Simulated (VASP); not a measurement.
Runs of VASP 6.6.1 on V. It takes space group Im-3m (No. 229, cubic). The conventional cell has a = 3.029 Å, b = 3.029 Å, c = 3.029 Å, α = 90.00°, β = 90.00°, γ = 90.00°. V (site symmetry m-3m) has 8 V at 2.62 Å as nearest neighbours. 

```tsv
task	level	k mesh	gap on the mesh (eV)	pressure (GPa)	moment (μB)	relaxed volume (Å³/atom)
relaxation of cell and atoms	MS2	12 × 12 × 12	none	0.0	(a)	(b)
phonons	r2SCAN	9 × 9 × 9	-	-	0.41	-
relaxation of cell and atoms	r2SCAN+D3(BJ)	12 × 12 × 12	none	0.0	0.18	13.05
relaxation of cell and atoms	r2SCAN	12 × 12 × 12	none	0.0	0.20	13.32
```

Alike in all rows: potentials or basis VASP PAW PBE potentials, release 64 (V_sv); spin collinear, ferromagnetic start; cell relaxed; cutoff (eV) 600; smearing methfessel-paxton 0.1 eV.

Task: Fill in the values left out.

Result: (a) 0.25; (b) 13.23.

Caveats: the PAW data sets were made with another functional, which shifts forces and pressure a little; pairwise dispersion overbinds metals, which lowers pressure and volume (some runs).

A gap of «none» marks a metal or a gap under the smearing width.
